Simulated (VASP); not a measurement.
# SnTe (Fm-3m) in VASP: further runs

Runs on SnTe. Level: PBEsol. Tasks: relaxation of cell and atoms, single point.

Program: VASP 6.6.1. These are calculated values, not measurements. Logs are shortened: lines on timing, memory, paths and dates and some standing lists are left out, and cuts for length are marked.

**What was measured.**

A printed reference work, textbook reports, for a bulk crystal of SnTe at 300 K: band gap 0.18 eV (direct).

The runs below are set against these values where they give the same quantity.

**1. The structure**

Symmetry: Fm-3m, No. 225, cubic system. Conventional cell: a = 6.302 Å, b = 6.302 Å, c = 6.302 Å, α = 90.00°, β = 90.00°, γ = 90.00°. Sn (site symmetry m-3m) has 6 Te at 3.15 Å as nearest neighbours. Te (site symmetry m-3m) has 6 Sn at 3.15 Å as nearest neighbours.

**2. Relaxation of cell and atoms, PBEsol**

The input, INCAR:

```
PREC     = Accurate       # precision mode
ENCUT    = 600            # plane-wave cutoff, eV
EDIFF    = 1E-6           # SCF threshold, eV
ISMEAR   = 0              # smearing method
SIGMA    = 0.03           # smearing width, eV
LREAL    = F              # projectors in reciprocal space
LASPH    = T              # aspherical terms in the spheres
NELM     = 80             # most SCF steps
ALGO     = Normal         # electronic algorithm
ISIF     = 3              # what is computed and relaxed
LWAVE    = F              # write WAVECAR
LCHARG   = F              # write CHGCAR
GGA      = PS             # functional
IBRION   = 2              # ionic algorithm
NSW      = 90             # ionic steps
EDIFFG   = -0.01          # ionic threshold
```

The input, KPOINTS:

```
Automatic mesh
0
Gamma
  10 10 10
```

The input, POSCAR:

```
SnTe
1.0
    0.0000000000      3.1508500000      3.1508500000
    3.1508500000      0.0000000000      3.1508500000
    3.1508500000      3.1508500000      0.0000000000
Sn Te
1 1
Direct
    0.0000000000      0.0000000000      0.0000000000
    0.5000000000      0.5000000000      0.5000000000
```

Potentials or basis: VASP PAW PBE potentials, release 64 (Sn_d, Te).

Started as:

```console
cat potpaw_PBE.64/Sn_d/POTCAR potpaw_PBE.64/Te/POTCAR > POTCAR
mpirun -np 1 vasp_std > vasp.out
```

OUTCAR:

```text
PREC = Accurate
   ENCUT = 600
   EDIFF = 1E-6
   ISMEAR = 0
   LREAL = F
   LASPH = T
   NELM = 80
   ISIF = 3
   GGA = PS
   IBRION = 2
   NSW = 90
   EDIFFG = -0.01

 ion  position               nearest neighbor table
   1  0.000  0.000  0.000-   2 3.15   2 3.15   2 3.15   2 3.15   2 3.15   2 3.15
   2  0.500  0.500  0.500-   1 3.15   1 3.15   1 3.15   1 3.15   1 3.15   1 3.15

  LATTYP: Found a face centered cubic cell.
 ALAT       =     6.3017000000

  Lattice vectors:

 A1 = (   0.0000000000,   3.1508500000,   3.1508500000)
 A2 = (   3.1508500000,   0.0000000000,   3.1508500000)
 A3 = (   3.1508500000,   3.1508500000,   0.0000000000)

Analysis of symmetry for initial positions (statically):
=====================================================================
 Subroutine PRICEL returns:
 Original cell was already a primitive cell.

 Routine SETGRP: Setting up the symmetry group for a
 face centered cubic supercell.

 Subroutine GETGRP returns: Found 48 space group operations
 (whereof 48 operations were pure point group operations)
 out of a pool of 48 trial point group operations.

The static configuration has the point symmetry O_h .

Analysis of symmetry for dynamics (positions and initial velocities):
=====================================================================
 Subroutine PRICEL returns:
 Original cell was already a primitive cell.

 Routine SETGRP: Setting up the symmetry group for a
 face centered cubic supercell.

 Subroutine GETGRP returns: Found 48 space group operations
 (whereof 48 operations were pure point group operations)
 out of a pool of 48 trial point group operations.

The dynamic configuration has the point symmetry O_h .

 Subroutine INISYM returns: Found 48 space group operations
 (whereof 48 operations are pure point group operations),
 and found     1 'primitive' translations

----------------------------------------------------------------------------------------

                                     Primitive cell

  volume of cell :      62.5624

  direct lattice vectors                    reciprocal lattice vectors
     0.000000000  3.150850000  3.150850000    -0.158687338  0.158687338  0.158687338
     3.150850000  0.000000000  3.150850000     0.158687338 -0.158687338  0.158687338
     3.150850000  3.150850000  0.000000000     0.158687338  0.158687338 -0.158687338

  length of vectors
     4.455974803  4.455974803  4.455974803     0.274854533  0.274854533  0.274854533

  position of ions in fractional coordinates (direct lattice)
     0.000000000  0.000000000  0.000000000
     0.500000000  0.500000000  0.500000000

  ion indices of the primitive-cell ions
   primitive index   ion index
                 1           1
                 2           2

----------------------------------------------------------------------------------------

 KPOINTS: Automatic mesh

Automatic generation of k-mesh.
 Grid dimensions read from file:
 generate k-points for:   10   10   10

 Generating k-lattice:

  Cartesian coordinates                     Fractional coordinates (reciprocal lattice)
    -0.015868734  0.015868734  0.015868734     0.100000000  0.000000000  0.000000000
     0.015868734 -0.015868734  0.015868734     0.000000000  0.100000000  0.000000000
     0.015868734  0.015868734 -0.015868734     0.000000000  0.000000000  0.100000000

  Length of vectors
     0.027485453  0.027485453  0.027485453

  Shift w.r.t. Gamma in fractional coordinates (k-lattice)
     0.000000000  0.000000000  0.000000000

 Subroutine IBZKPT returns following result:
 ===========================================

 Found     47 irreducible k-points:

 Following reciprocal coordinates:
            Coordinates               Weight
  0.000000  0.000000  0.000000      1.000000
  0.100000  0.000000  0.000000      8.000000
  0.200000  0.000000  0.000000      8.000000
  0.300000  0.000000  0.000000      8.000000
  0.400000  0.000000  0.000000      8.000000
  0.500000  0.000000  0.000000      4.000000
[... 16 lines left out ...]
  0.300000  0.300000  0.000000      6.000000
[... 37 lines left out ...]
   GGA     = PS    functional components
   LHFCALC =     F    Hartree Fock is set to
   AEXX    =    0.0000 exact exchange contribution
   IVDW    =     0    specifies the selected vdW correction
   LEPSILON=     F    determine dielectric tensor
   LRPA    =     F    only Hartree local field effects (RPA)
 conjugate gradient relaxation of ions
 non-spin polarized calculation
 Gauss-broadening in eV      SIGMA  =   0.03
  energy-cutoff  :      600.00
  volume of cell :       62.56
 maximum number of plane-waves:      2108
   NGX = 17   NGY = 17   NGZ = 17

--------------------------------------- Ionic step        1  -------------------------------------------

 number of electron      19.9999998 magnetization

 Free energy of the ion-electron system (eV)
  ---------------------------------------------------
  ext. energy  EPLUGINS =         0.00000000
  ---------------------------------------------------
  free energy    TOTEN  =        -8.33902711 eV

  energy without entropy =       -8.33902661  energy(sigma->0) =       -8.33902686

------------------------ aborting loop because EDIFF is reached ----------------------------------------

  FORCE on cell =-STRESS in cart. coord.  units (eV):
  Direction    XX          YY          ZZ          XY          YZ          ZX
  --------------------------------------------------------------------------------------
  -------------------------------------------------------------------------------------
  Total       -0.1175032     -0.1175032     -0.1175032     -0.0000000     -0.0000000      0.0000000
  in kB       -3.0091728     -3.0091728     -3.0091728     -0.0000000     -0.0000000      0.0000000
  external PRESSURE =      -3.0091728 kB  Pullay stress =       0.0000000 kB
[... 57 lines left out ...]
  energy  without entropy=       -8.3392833749  energy(sigma->0) =       -8.33928340

--------------------------------------- Ionic step        3  -------------------------------------------

 number of electron      19.9999998 magnetization

 Free energy of the ion-electron system (eV)
  ---------------------------------------------------
  ext. energy  EPLUGINS =         0.00000000
  ---------------------------------------------------
  free energy    TOTEN  =        -8.33934645 eV

  energy without entropy =       -8.33934632  energy(sigma->0) =       -8.33934639

 E-fermi :   6.9010     XC(G=0):  -9.6785

 val. band max:        6.8215337904   @ k =   0.5000   0.0000   0.0000
 cond. band min:       6.9804078002   @ k =   0.5000   0.0000   0.0000
 fundamental gap:      0.1588740098
 Fermi energy:         6.9009707716

 k-point     1 :       0.0000    0.0000    0.0000
  band No.  band energies     occupation
      1     -14.9092      2.00000
      2     -14.9092      2.00000
      3     -14.9020      2.00000
      4     -14.9020      2.00000
      5     -14.9020      2.00000
      6      -5.9867      2.00000
      7       2.1867      2.00000
      8       4.7283      2.00000
      9       4.7283      2.00000
     10       4.7283      2.00000
     11      10.2204      0.00000
     12      10.2204      0.00000
     13      10.2204      0.00000
     14      11.5816      0.00000
[... 375 lines left out ...]
 k-point    24 :       0.4000    0.3000    0.0000
  band No.  band energies     occupation
      1     -14.9228      2.00000
      2     -14.9061      2.00000
      3     -14.9046      2.00000
      4     -14.8934      2.00000
      5     -14.8930      2.00000
      6      -4.7786      2.00000
      7      -0.0523      2.00000
      8       2.8665      2.00000
      9       3.4499      2.00000
     10       3.6603      2.00000
     11       9.4944      0.00000
     12      10.7329      0.00000
     13      10.8418      0.00000
     14      11.2233      0.00000

 [... further k-points ...]

------------------------ aborting loop because EDIFF is reached ----------------------------------------

  FORCE on cell =-STRESS in cart. coord.  units (eV):
  Direction    XX          YY          ZZ          XY          YZ          ZX
  --------------------------------------------------------------------------------------
  -------------------------------------------------------------------------------------
  Total       -0.0025119     -0.0025119     -0.0025119      0.0000000      0.0000000      0.0000000
  in kB       -0.0646986     -0.0646986     -0.0646986      0.0000000      0.0000000      0.0000000
  external PRESSURE =      -0.0646986 kB  Pullay stress =       0.0000000 kB
[... 17 lines left out ...]
  FREE ENERGIE OF THE ION-ELECTRON SYSTEM (eV)
  ---------------------------------------------------
  free  energy   TOTEN  =        -8.3393464463 eV

  energy  without entropy=       -8.3393463242  energy(sigma->0) =       -8.33934639

 reached required accuracy - stopping structural energy minimisation
```

It took 87 s on 1 thread of Intel Xeon Platinum 8488C (Sapphire Rapids), shared host; peak memory 0.24 GiB.

What came out:

```
Free energy                            : -8.3393 eV
Relaxed volume                         : 31.10 Å³/atom
Relaxed cell                           : a = 4.447 Å, b = 4.447 Å, c = 4.447 Å, α = 60.00°, β = 60.00°, γ = 60.00°
Space group after relaxing (to 0.05 Å) : Fm-3m (No. 225)
Energy gained by relaxing              : 0.2 meV/atom
Ionic steps                            : 3
Pressure after relaxing                : 0.0 GPa
Band gap on the k mesh                 : 0.16 eV, direct
```

Step by step:
```csv
step,energy change (eV),largest force (eV/Å),pressure (GPa),volume (Å³)
1,0.0000,0.0000,-0.30,62.56
2,-0.0003,0.0000,0.13,62.03
3,-0.0003,0.0000,-0.01,62.20
```

Final structure:
```xyz
2
Lattice="0.0000 3.1448 3.1448 3.1448 0.0000 3.1448 3.1448 3.1448 0.0000" Properties=species:S:1:pos:R:3 pbc="T T T"
Sn    0.0000    0.0000    0.0000
Te    3.1448    3.1448    3.1448
```

Caveat: the PAW data sets were made with another functional, which shifts forces and pressure a little; spin-orbit coupling is left out, which moves the levels of the heavy elements.

**3. Relaxation of cell and atoms, PBEsol**

This run uses another cell than the first one, of 31.10 Å³/atom, 0.994 times its volume.

Edit INCAR of step 2 so:

```diff
@@ -2,3 +2,3 @@
 ENCUT    = 600            # plane-wave cutoff, eV
-EDIFF    = 1E-6           # SCF threshold, eV
+EDIFF    = 1E-7           # SCF threshold, eV
 ISMEAR   = 0              # smearing method
@@ -15,2 +15,2 @@
 NSW      = 90             # ionic steps
-EDIFFG   = -0.01          # ionic threshold
+EDIFFG   = -0.005         # ionic threshold
```

KPOINTS is that of step 2.

The input, POSCAR:

```
SnTe                                    
1.0
   -0.0000000000      3.1448388744      3.1448388744
    3.1448388744     -0.0000000000      3.1448388744
    3.1448388744      3.1448388744      0.0000000000
  Sn              Te            
     1     1
Direct
     0.0000000000000000    0.0000000000000000    0.0000000000000000
     0.5000000000000000    0.5000000000000000    0.5000000000000000
```

Potentials or basis: VASP PAW PBE potentials, release 64 (Sn_d, Te).

Started as:

```console
cat potpaw_PBE.64/Sn_d/POTCAR potpaw_PBE.64/Te/POTCAR > POTCAR
mpirun -np 1 vasp_std > vasp.out
```

Run time: 45 s. Hardware: 1 thread of Intel Xeon Platinum 8488C (Sapphire Rapids), shared host; peak memory 0.23 GiB.

The run converged. Its results:

```
Free energy             : -8.3393 eV
Pressure after relaxing : 0.0 GPa
Band gap on the k mesh  : 0.16 eV, direct
```

Final structure:
```
CELL_PARAMETERS angstrom
0.00000 3.14484 3.14484
3.14484 0.00000 3.14484
3.14484 3.14484 0.00000
ATOMIC_POSITIONS crystal
Sn 0.00000 0.00000 0.00000
Te 0.50000 0.50000 0.50000
```

Levels at points of the mesh, in eV from the valence-band top:
| k point | band 6 | band 7 | band 8 | band 9 | band 10 | band 11 | band 12 | band 13 | band 14 |
| --- | --- | --- | --- | --- | --- | --- | --- | --- | --- |
| (0.00, 0.00, 0.00) | -12.81 | -4.63 | -2.09 | -2.09 | -2.09 | 3.40 | 3.40 | 3.40 | 4.76 |
| (0.50, 0.00, 0.00) | -11.51 | -8.34 | -1.75 | -1.75 | 0.00 | 0.16 | 0.39 | 0.39 | 7.76 |
| (0.50, 0.50, 0.00) | -11.20 | -6.44 | -5.59 | -3.72 | -3.72 | 2.13 | 5.00 | 5.00 | 6.46 |

Caveat: the relaxation stopped at its first step, so nothing moved; the PAW data sets were made with another functional, which shifts forces and pressure a little; spin-orbit coupling is left out, which moves the levels of the heavy elements.

**4. Single point, PBEsol**

The input, INCAR:

```
SYSTEM = SnTe
PREC = Accurate ; ENCUT = 520
EDIFF = 1E-6 ; ISMEAR = 0
SIGMA = 0.03 ; LREAL = .False.
LASPH = .True. ; NELM = 80
ALGO = Fast ; ISIF = 2
LWAVE = .False. ; LCHARG = .False.
GGA = PS ; NBANDS = 17
KPAR = 4
```

The input, KPOINTS:

```
Automatic mesh
0
Gamma
  6 6 6
  0 0 0
```

The input, POSCAR:

```
SnTe
1.0
    0.0000000000      3.1508500000      3.1508500000
    3.1508500000      0.0000000000      3.1508500000
    3.1508500000      3.1508500000      0.0000000000
Sn Te
1 1
Direct
    0.0000000000      0.0000000000      0.0000000000
    0.5000000000      0.5000000000      0.5000000000
```

Started as:

```console
cat potpaw_PBE.64/Sn_d/POTCAR potpaw_PBE.64/Te/POTCAR > POTCAR
mpirun -np 4 vasp_std > vasp.out
```

It took 7.8 s on 4 MPI ranks of Intel Xeon 6975P-C (Granite Rapids), shared host; peak memory 0.19 GiB.

The run converged. Its results:

```
Free energy            : -8.3405 eV
Pressure               : -0.4 GPa
Band gap on the k mesh : 0.14 eV, direct
```

Levels at points of the mesh, in eV from the valence-band top:
```csv
k point,band 7,band 8,band 9,band 10,band 11,band 12,band 13,band 14
"(0.00, 0.00, 0.00)",-4.66,-2.08,-2.08,-2.08,3.38,3.38,3.38,4.77
"(0.50, 0.00, 0.00)",-8.31,-1.74,-1.74,0.00,0.14,0.40,0.40,7.74
"(0.50, 0.50, 0.00)",-6.44,-5.55,-3.69,-3.69,2.15,4.96,4.96,6.42
```

Caveat: the PAW data sets were made with another functional, which shifts forces and pressure a little; spin-orbit coupling is left out, which moves the levels of the heavy elements.

**5. Relaxation of cell and atoms, PBEsol**

The input, INCAR:

```
  PREC = Accurate
  ENCUT = 600
  EDIFF = 1E-6
  ISMEAR = 0
  SIGMA = 0.03
  LREAL = False
  LASPH = True
  NELM = 80
  ALGO = Normal
  ISIF = 3
  LWAVE = False
  LCHARG = False
  GGA = PS
  IBRION = 2
  NSW = 90
  EDIFFG = -0.01
  KPAR = 4
```

The input, KPOINTS:

```
regular mesh
0
Gamma
  10 10 10
```

POSCAR is that of step 4.

Started as:

```console
cat potpaw_PBE.64/Sn_d/POTCAR potpaw_PBE.64/Te/POTCAR > POTCAR
mpirun -np 4 vasp_std > vasp.out
```

Wall time 43 s (4 MPI ranks of Intel Xeon Platinum 8488C (Sapphire Rapids), shared host); peak memory 0.23 GiB.

Results (log left out):

- Free energy: -8.3393 eV
- Relaxed volume: 31.10 Å³/atom
- Relaxed cell: a = 4.447 Å, b = 4.447 Å, c = 4.447 Å, α = 60.00°, β = 60.00°, γ = 60.00°
- Space group after relaxing (to 0.05 Å): Fm-3m (No. 225)
- Energy gained by relaxing: 0.2 meV/atom
- Ionic steps: 3
- Pressure after relaxing: 0.0 GPa
- Band gap on the k mesh: 0.16 eV, direct

The path:
```csv
step,energy change (eV),largest force (eV/Å),pressure (GPa),volume (Å³)
1,0.0000,0.0000,-0.30,62.56
2,-0.0003,0.0000,0.13,62.03
3,-0.0003,0.0000,-0.01,62.20
```

Final structure:
```
Sn Te
1.0
     0.00000    3.14484    3.14484
     3.14484    0.00000    3.14484
     3.14484    3.14484    0.00000
Sn Te
1 1
Direct
  0.00000 0.00000 0.00000
  0.50000 0.50000 0.50000
```

Levels at points of the mesh, in eV from the valence-band top:
| k point | band 7 | band 8 | band 9 | band 10 | band 11 | band 12 | band 13 | band 14 |
| --- | --- | --- | --- | --- | --- | --- | --- | --- |
| (0.00, 0.00, 0.00) | -4.63 | -2.09 | -2.09 | -2.09 | 3.40 | 3.40 | 3.40 | 4.76 |
| (0.50, 0.00, 0.00) | -8.34 | -1.75 | -1.75 | 0.00 | 0.16 | 0.39 | 0.39 | 7.76 |
| (0.50, 0.50, 0.00) | -6.44 | -5.59 | -3.72 | -3.72 | 2.13 | 5.00 | 5.00 | 6.46 |

Caveat: the PAW data sets were made with another functional, which shifts forces and pressure a little; spin-orbit coupling is left out, which moves the levels of the heavy elements. A k mesh can miss the band edges.

**6. Relaxation of cell and atoms, PBEsol**

This run uses another cell than the first one, of 31.10 Å³/atom, 0.994 times its volume.

Edit INCAR of step 5 so:

```diff
@@ -2,3 +2,3 @@
   ENCUT = 600
-  EDIFF = 1E-6
+  EDIFF = 1E-7
   ISMEAR = 0
@@ -15,3 +15,3 @@
   NSW = 90
-  EDIFFG = -0.01
+  EDIFFG = -0.005
   KPAR = 4
```

KPOINTS is that of step 5.

The input, POSCAR:

```
SnTe                                    
1.0
    0.0000000000      3.1448388752      3.1448388752
    3.1448388752     -0.0000000000      3.1448388752
    3.1448388752      3.1448388752      0.0000000000
  Sn              Te            
     1     1
Direct
     0.0000000000000000    0.0000000000000000    0.0000000000000000
     0.5000000000000000    0.5000000000000000    0.5000000000000000
```

Potentials or basis: VASP PAW PBE potentials, release 64 (Sn_d, Te).

Started as:

```console
cat potpaw_PBE.64/Sn_d/POTCAR potpaw_PBE.64/Te/POTCAR > POTCAR
mpirun -np 4 vasp_std > vasp.out
```

It took 17 s on 4 MPI ranks of Intel Xeon Platinum 8488C (Sapphire Rapids), shared host; peak memory 0.23 GiB.

The run converged. Its results:

| Property | Result |
| --- | --- |
| Free energy | -8.3393 eV |
| Pressure after relaxing | 0.0 GPa |
| Band gap on the k mesh | 0.16 eV, direct |

Final structure:
```
Sn Te
1.0
     0.00000    3.14484    3.14484
     3.14484    0.00000    3.14484
     3.14484    3.14484    0.00000
Sn Te
1 1
Direct
  0.00000 0.00000 0.00000
  0.50000 0.50000 0.50000
```

Levels at points of the mesh, in eV from the valence-band top:
```csv
k point,band 6,band 7,band 8,band 9,band 10,band 11,band 12,band 13,band 14
"(0.00, 0.00, 0.00)",-12.81,-4.63,-2.09,-2.09,-2.09,3.40,3.40,3.40,4.76
"(0.50, 0.00, 0.00)",-11.51,-8.34,-1.75,-1.75,0.00,0.16,0.39,0.39,7.76
"(0.50, 0.50, 0.00)",-11.20,-6.44,-5.59,-3.72,-3.72,2.13,5.00,5.00,6.46
```

Caveat: the relaxation stopped at its first step, so nothing moved; the PAW data sets were made with another functional, which shifts forces and pressure a little; spin-orbit coupling is left out, which moves the levels of the heavy elements. A k mesh can miss the band edges.

**7. Against experiment**

Step 4. A measured gap of SnTe is 0.18 eV (direct; 300 K; a printed reference work, textbook); the calculated 0.14 eV misses it by -0.04 eV. Spin-orbit coupling on Sn, Te is left out. The value is that of PBEsol on a finite k mesh, which can miss the band edges, without temperature or zero-point motion. Semilocal functionals fall short of measured gaps as a rule.
